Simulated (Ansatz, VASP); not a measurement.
Two plane-wave programs on LiF

Contents of INCAR:

```
SYSTEM = LiF
PREC = Accurate ; ENCUT = 520
EDIFF = 1E-6 ; ISMEAR = 0
SIGMA = 0.05 ; LREAL = .False.
LASPH = .True. ; NELM = 80
ALGO = Normal ; ISIF = 2
LWAVE = .False. ; LCHARG = .False.
GGA = CA ; NBANDS = 12
```

File KPOINTS:

```
Automatic mesh
0
Gamma
  10 10 10
  0 0 0
```

The input POSCAR:

```
LiF
1.0
    0.0000000000      2.0140000000      2.1147000000
    2.0140000000      0.0000000000      2.1147000000
    2.0140000000      2.0140000000      0.0000000000
Li F
1 1
Direct
    0.0000000000      0.0000000000      0.0000000000
    0.5000000000      0.5000000000      0.5000000000
```

Input for Ansatz:

```yaml
crystal:
  lattice:
    - [0.0, 2.014, 2.1147]
    - [2.014, 0.0, 2.1147]
    - [2.014, 2.014, 0.0]
  atoms:
    - { symbol: Li, position: [0.0, 0.0, 0.0] }
    - { symbol: F, position: [0.5, 0.5, 0.5] }
basis:
  ecutwfc: 420
kpoints:
  mp_grid: { grid: [10, 10, 10] }
hamiltonian:
  xc: lda
scf:
  occupations: { method: gaussian, width: 0.05 }
output:
  forces: true
  stress: true
  eigenvalues: true
```

Change from the starting cell: strain +0.000 along x and y, +0.050 along z, atoms carried along.

Alike in both runs: task single point; functional LDA; k mesh 10 × 10 × 10; occupations gaussian, width 0.05 eV; no spin polarisation.

|  | VASP | Ansatz |
| --- | --- | --- |
| version | VASP 6.6.1 | Ansatz 0.2.0 |
| potentials or method | VASP PAW LDA potentials, release 64 (Li_sv, F) | scalar-relativistic, plane waves, PAW |
| plane-wave cutoff (eV) | 520 | 420 |
| valence electrons in the cell | 10 | 10 |

```tsv
	VASP	Ansatz	Ansatz less VASP
gap on the k mesh at the Fermi level (eV)	8.34	8.35	+0.010
least direct gap on the mesh (eV)	8.34	8.35	+0.010
```

 A k mesh can miss the band edges.
